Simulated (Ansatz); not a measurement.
# BN: the cost of one run

Method: DFT PBEsol, scalar-relativistic, plane waves, PAW, in Ansatz 0.2.0.

2 further runs of the same task are left out: 2 set aside as unsound or not needed.

### Step 1. The starting structure

The structure is cubic, space group F-43m (No. 216). The conventional cell has a = 3.606 Å, b = 3.606 Å, c = 3.606 Å, α = 90.00°, β = 90.00°, γ = 90.00°. Around B (site symmetry -43m) lie 4 N at 1.56 Å. Around N (site symmetry -43m) lie 4 B at 1.56 Å.

Structure file:

```
CELL_PARAMETERS angstrom
0.00000 1.80285 1.80285
1.80285 0.00000 1.80285
1.80285 1.80285 0.00000
ATOMIC_POSITIONS crystal
B 0.00000 0.00000 0.00000
N 0.75000 0.75000 0.75000
```

It goes back to an entry of the Materials Project.

This cell was relaxed beforehand with the same method: volume 5.86 Å³/atom, gap on the mesh 4.30 eV.

### Step 2. Relaxing at 25 GPa

At a set pressure the run lowers the enthalpy E + PV, so the energy alone may rise along the way.

File input.yaml:

```yaml
crystal:
  lattice:
    - [0.0, 1.8028454624, 1.8028454624]
    - [1.8028454624, 0.0, 1.8028454624]
    - [1.8028454624, 1.8028454624, 0.0]
  atoms:
    - { symbol: B, position: [0.0, 0.0, 0.0] }
    - { symbol: "N", position: [0.75, 0.75, 0.75] }
basis:
  ecutwfc: 420
kpoints:
  mp_grid: { grid: [12, 12, 12] }
hamiltonian:
  xc: pbesol
scf:
  occupations: { method: fixed }
output:
  forces: true
  stress: true
  eigenvalues: true
relax:
  adjacent_minimum: "off"
  f_tol: 0.001
  max_steps: 60
  cell: { stress_tol: 0.02, p_target: 25.0 }
```

On the command line:

```sh
ansatz run input.yaml --threads 1 --pin off --max-ram 3072MiB --backend cpu --events-out ev --progress --plain --runs-dir out
```

What time and memory should one allow on 1 thread of AMD EPYC 9R45 (Zen 5), shared host?

About 3.1 s, with a peak of 0.34 GiB.
